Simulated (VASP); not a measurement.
# CdO (Fm-3m) in VASP: a series of runs, part 2 of 2

VASP 6.6.1. The steps go on from the part before.

## Step 3: Relaxation of cell and atoms, PBE, target pressure 18 GPa, at which the enthalpy is minimised

This run uses another cell than the first one, of 12.24 Å³/atom, 1.108 times its volume.

Contents of INCAR:

```
SYSTEM = CdO
  PREC = Accurate
  ENCUT = 520
  EDIFF = 1E-7
  ISMEAR = 0
  SIGMA = 0.1
  LREAL = .FALSE.
  LASPH = .TRUE.
  NELM = 60
  ALGO = Fast
  ISIF = 3
  LWAVE = .FALSE.
  LCHARG = .FALSE.
  GGA = PE
  IBRION = 2
  NSW = 80
  EDIFFG = -0.002
  PSTRESS = 180.0
```

Contents of KPOINTS:

```
regular mesh
0
G
  16 16 16
  0 0 0
```

Contents of POSCAR:

```
CdO                                     
1.0
   -0.0000000000      2.3047898346      2.3047898346
    2.3047898346      0.0000000000      2.3047898346
    2.3047898346      2.3047898346     -0.0000000000
  Cd              O             
     1     1
Direct
     0.0000000000000000    0.0000000000000000    0.0000000000000000
     0.5000000000000000    0.5000000000000000    0.5000000000000000
```

Potentials or basis: VASP PAW PBE potentials, release 64 (Cd, O).

Command:

```console
> cat potpaw_PBE.64/Cd/POTCAR potpaw_PBE.64/O/POTCAR > POTCAR
> mpirun -np 1 vasp_std > vasp.out
```

OUTCAR:

```text
SYSTEM = CdO
   PREC = Accurate
   ENCUT = 520
   EDIFF = 1E-7
   ISMEAR = 0
   LREAL = .FALSE.
   LASPH = .TRUE.
   NELM = 60
   ISIF = 3
   GGA = PE
   IBRION = 2
   NSW = 80
   EDIFFG = -0.002
   PSTRESS = 180.0

 ion  position               nearest neighbor table
   1  0.000  0.000  0.000-   2 2.30   2 2.30   2 2.30   2 2.30   2 2.30   2 2.30
   2  0.500  0.500  0.500-   1 2.30   1 2.30   1 2.30   1 2.30   1 2.30   1 2.30

  LATTYP: Found a face centered cubic cell.
 ALAT       =     4.6095796692

  Lattice vectors:

 A1 = (   0.0000000000,   2.3047898346,   2.3047898346)
 A2 = (   2.3047898346,   0.0000000000,   2.3047898346)
 A3 = (   2.3047898346,   2.3047898346,   0.0000000000)

Analysis of symmetry for initial positions (statically):
=====================================================================
 Subroutine PRICEL returns:
 Original cell was already a primitive cell.

 Routine SETGRP: Setting up the symmetry group for a
 face centered cubic supercell.

 Subroutine GETGRP returns: Found 48 space group operations
 (whereof 48 operations were pure point group operations)
 out of a pool of 48 trial point group operations.

The static configuration has the point symmetry O_h .

Analysis of symmetry for dynamics (positions and initial velocities):
=====================================================================
 Subroutine PRICEL returns:
 Original cell was already a primitive cell.

 Routine SETGRP: Setting up the symmetry group for a
 face centered cubic supercell.

 Subroutine GETGRP returns: Found 48 space group operations
 (whereof 48 operations were pure point group operations)
 out of a pool of 48 trial point group operations.

The dynamic configuration has the point symmetry O_h .

 Subroutine INISYM returns: Found 48 space group operations
 (whereof 48 operations are pure point group operations),
 and found     1 'primitive' translations

[... 137 lines left out ...]

 Free energy of the ion-electron system (eV)
  ---------------------------------------------------
  ext. energy  EPLUGINS =         0.00000000
  ---------------------------------------------------
  free energy    TOTEN  =        -7.58028821 eV

  energy without entropy =       -7.58003886  energy(sigma->0) =       -7.58016353

------------------------ aborting loop because EDIFF is reached ----------------------------------------

  FORCE on cell =-STRESS in cart. coord.  units (eV):
  Direction    XX          YY          ZZ          XY          YZ          ZX
  --------------------------------------------------------------------------------------
  -------------------------------------------------------------------------------------
  Total        2.7863284      2.7863284      2.7863284     -0.0000000      0.0000000     -0.0000000
  in kB      182.3135298    182.3135298    182.3135298     -0.0000000      0.0000000     -0.0000000
  external PRESSURE =       2.3135298 kB  Pullay stress =     180.0000000 kB
[... 63 lines left out ...]
--------------------------------------- Ionic step        3  -------------------------------------------

 number of electron      18.0000009 magnetization

 Free energy of the ion-electron system (eV)
  ---------------------------------------------------
  ext. energy  EPLUGINS =         0.00000000
  ---------------------------------------------------
  free energy    TOTEN  =        -7.58312890 eV

  energy without entropy =       -7.58287621  energy(sigma->0) =       -7.58300255

 E-fermi :   2.7142     XC(G=0): -12.0216

 val. band max:        2.6061250428   @ k =   0.5000   0.0000   0.0000
 cond. band min:       2.7850980602   @ k =   0.0625   0.0000   0.0000
 fundamental gap:      0.1789730174
 Fermi energy:         2.7142147517

 k-point     1 :       0.0000    0.0000    0.0000
  band No.  band energies     occupation
      1     -15.2112      2.00000
      2      -4.2279      2.00000
      3      -4.2279      2.00000
      4      -4.2279      2.00000
      5      -3.8815      2.00000
      6      -3.8815      2.00000
      7       1.0446      2.00000
      8       1.0446      2.00000
      9       1.0446      2.00000
     10       2.2872      2.00000
     11      17.6610      0.00000
     12      20.0326      0.00000
     13      20.0326      0.00000
[... 354 lines left out ...]
  band No.  band energies     occupation
      1     -15.1298      2.00000
      2      -4.2728      2.00000
      3      -4.2237      2.00000
      4      -4.1943      2.00000
      5      -4.0385      2.00000
      6      -3.9044      2.00000
      7       0.2467      2.00000
      8       1.0261      2.00000
      9       1.3040      2.00000
     10       3.3410      0.00000
     11      16.5733      0.00000
     12      18.3641      0.00000
     13      19.9560      0.00000

 [... further k-points ...]

------------------------ aborting loop because EDIFF is reached ----------------------------------------

  FORCE on cell =-STRESS in cart. coord.  units (eV):
  Direction    XX          YY          ZZ          XY          YZ          ZX
  --------------------------------------------------------------------------------------
  -------------------------------------------------------------------------------------
  Total        2.7541063      2.7541063      2.7541063      0.0000000      0.0000000      0.0000000
  in kB      180.0204241    180.0204241    180.0204241      0.0000000      0.0000000      0.0000000
  external PRESSURE =       0.0204241 kB  Pullay stress =     180.0000000 kB
[... 21 lines left out ...]
  energy  without entropy=       -7.5828762063  energy(sigma->0) =       -7.58300255

  enthalpy is  TOTEN    =        -4.8293350447 eV   P V=        2.7537938507

 reached required accuracy - stopping structural energy minimisation
```

It took 25 s on 1 thread of Intel Xeon 6975P-C (Granite Rapids), shared host; peak memory 0.18 GiB.

Results:

| Property | Result |
| --- | --- |
| Free energy | -7.5831 eV |
| Relaxed volume | 12.26 Å³/atom |
| Relaxed cell | a = 3.261 Å, b = 3.261 Å, c = 3.261 Å, α = 60.00°, β = 60.00°, γ = 60.00° |
| Space group after relaxing (to 0.05 Å) | Fm-3m (No. 225) |
| Energy change on relaxing (the enthalpy is what falls) | -1.4 meV/atom |
| Ionic steps | 3 |
| Pressure after relaxing | 18.0 GPa |
| Band gap on the k mesh | none (metal or under the smearing width) |

Step by step:
```
step  energy change (eV)  largest force (eV/Å)  pressure (GPa)  volume (Å³)
   1              0.0000                0.0000           18.23        24.49
   2             -0.0070                0.0000           17.69        24.55
   3             -0.0028                0.0000           18.00        24.51
```

Final structure:
```
Cd O
1.0
     0.00000    2.30558    2.30558
     2.30558    0.00000    2.30558
     2.30558    2.30558    0.00000
Cd O
1 1
Direct
  0.00000 0.00000 0.00000
  0.50000 0.50000 0.50000
```

Caveat: the cell is relaxed towards a set pressure, so the enthalpy falls and the energy may rise; this crystal is a semiconductor, whose small gap the functional closes, so the metal is an error of the method.
